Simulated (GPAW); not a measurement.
The system is CsI.

```xyz
2
Lattice="4.5667 0.0000 0.0000 0.0000 4.5667 0.0000 0.0000 0.0000 4.5667" Properties=species:S:1:pos:R:3 pbc="T T T"
Cs    0.0000    0.0000    0.0000
I     2.2833    2.2833    2.2833
```

Base run:

```yaml
Program: GPAW 26.7.0
Functional: LDA
Potentials_or_basis: PAW data sets generated in the run's folder for this functional
Cutoff: 600 eV
Basis: pw
k_mesh: 6 × 6 × 6
Occupations: fermi-dirac, width 0.05 eV
Spin: no spin polarisation
```

Its results: band gap on the k mesh 3.53 eV, indirect (least direct gap 3.62 eV); pressure -1.4 GPa.

Q: After a change of settings the same cell gave: band gap on the k mesh 3.96 eV, indirect (least direct gap 4.05 eV); pressure 2.0 GPa. Which change was it?
A. functional from LDA to RPBE; potentials or basis from PAW data sets generated in the run's folder for this functional to the program's PAW data sets (release 1.2.1) made for this functional
B. functional from LDA to BLYP
C. functional from LDA to PBEsol; band points from 100 to 80
D. potentials or basis from PAW data sets generated in the run's folder for this functional to the program's PAW data sets (release 1.2.1) made for this functional; band points from 100 to 80

A: B.

BLYP binds less tightly than LDA, so the same cell stands under more pressure.

Caveats: spin-orbit coupling is left out, which moves the levels of the heavy elements.

Runs at the PBE level aren't shown here.
